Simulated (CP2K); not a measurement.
The system is TaN.

```
Ta N
1.0
     3.66304    0.00000    0.00000
     0.00000    3.66304    0.00000
     0.00000    0.00000    4.56049
Ta N
2 2
Direct
  0.00000 0.50000 0.00000
  0.50000 0.00000 0.50000
  0.00000 0.00000 0.25000
  0.00000 0.00000 0.75000
```

The cell comes from a database or a generator and needn't be the stable form of this composition.

| Quantity | Value |
| --- | --- |
| Program | CP2K 2026.2 |
| Task | single point |
| Functional | PBE |
| Potentials or basis | POTENTIAL_UZH Ta GTH-PBE-q13, N GTH-PBE-q5; TZVP-MOLOPT-PBE-GTH basis |
| Density cutoff | 6123 eV |
| k mesh | 7 × 7 × 6 |
| Occupations | fermi-dirac, width 0.05 eV |
| Spin | no spin polarisation |

On this cell: pressure -21.7 GPa; largest force under 0.003 eV/Å; band gap on the k mesh none (metal or under the smearing width).

The same run follows on a disturbed copy (atoms moved at random, drawn with an rms of 0.05 Å):

```
Ta N
1.0
     3.66304    0.00000    0.00000
     0.00000    3.66304    0.00000
     0.00000    0.00000    4.56049
Ta N
2 2
Direct
  0.00390 0.49380 0.98355
  0.50490 0.99133 0.50715
  0.99281 0.99644 0.25313
  0.99339 0.99806 0.74473
```

Question: What changes?

Answer: The energy (extrapolated to zero smearing) moves by +10.7 meV/atom; pressure -21.2 GPa; largest force 0.665 eV/Å; band gap on the k mesh none (metal or under the smearing width).

Forces on the atoms (eV/Å):
```
Ta  -0.045 -0.002  0.432
Ta  -0.124  0.030 -0.542
N    0.052  0.019 -0.537
N    0.161 -0.011  0.645
```

Stress tensor (GPa, compression positive):
```
-30.98   0.07   0.31
  0.07 -34.00   0.12
  0.31   0.12   1.33
```

The forces don't sum to zero, so they hold noise of the program's grid.

Caveats: the basis of atomic orbitals isn't converged, which shifts pressures, moduli and gaps; so large a pressure means that the cell lies far from this level's equilibrium, or that cutoff or potentials fall short (some runs).
